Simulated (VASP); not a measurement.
Runs of VASP 6.6.1 on SnTe. Symmetry: Fm-3m, No. 225, cubic system. The conventional cell has a = 6.302 Å, b = 6.302 Å, c = 6.302 Å, α = 90.00°, β = 90.00°, γ = 90.00°. Te (site symmetry m-3m) is surrounded by 6 Sn at 3.15 Å. Around Sn (site symmetry m-3m) lie 6 Te at 3.15 Å. 

| task | level | potentials or basis | spin | cell | k mesh | cutoff (eV) | smearing | ladder | grid for exact exchange (PRECFOCK) | screening parameter | GW scheme | GW iterations | mesh quality | gap on the mesh (eV) | pressure (GPa) | relaxed volume (Å³/atom) |
| --- | --- | --- | --- | --- | --- | --- | --- | --- | --- | --- | --- | --- | --- | --- | --- | --- |
| relaxation of cell and atoms | PBE+TS | VASP PAW PBE potentials, release 64 (Te_GW, Sn_d_GW) | off | relaxed | 7 × 7 × 7 | 680 | gaussian 0.1 eV | - | - | - | - | - | not flagged | - | 0.0 | (a) |
| band structure | LDA | VASP PAW LDA potentials, release 64 (Te, Sn_d) | off | as given | 8 × 8 × 8 | 520 | gaussian 0.02 eV | gaps | - | - | - | - | not flagged | 0.12 | - | - |
| band structure | rSCAN | VASP PAW PBE potentials, release 64 (Te, Sn_d) | off | as given | 7 × 7 × 7 | 520 | fermi-dirac 0.05 eV | - | - | - | - | - | not flagged | - | 1.7 | - |
| band structure | RPBE | VASP PAW PBE potentials, release 64 (Te, Sn_d) | off | as given | 7 × 7 × 7 | 520 | fermi-dirac 0.05 eV | - | - | - | - | - | not flagged | - | 3.6 | - |
| dielectric tensor | HSE06 | VASP PAW PBE potentials, release 64 (Te, Sn_d) | off | as given | 4 × 4 × 4 | 520 | gaussian 0.02 eV | - | Normal | 0.2 1/A | - | - | coarse | (b) | - | - |
| electric field gradients | PBE | VASP PAW PBE potentials, release 64 (Te, Sn_d) | off | as given | 7 × 7 × 7 | 520 | gaussian 0.02 eV | - | - | - | - | - | not flagged | - | (c) | - |
| relaxation of cell and atoms | HSEsol | VASP PAW PBE potentials, release 64 (Te, Sn_d) | off | relaxed | 4 × 4 × 4 | 600 | fermi-dirac 0.05 eV | - | Fast | - | - | - | coarse | 0.18 | 0.1 | 30.38 |

**Question.** Fill in the values left out.

**Answer.** (a) 31.78; (b) 0.07; (c) 2.2.

Caveats: some runs use coarse meshes; the PAW data sets were made with another functional, which shifts forces and pressure a little (some runs); spin-orbit coupling is left out, which moves the levels of the heavy elements (some runs).

A k mesh can miss the band edges, and the runs leave out spin-orbit coupling on Sn, Te.

Not every run made on this cell is shown here.
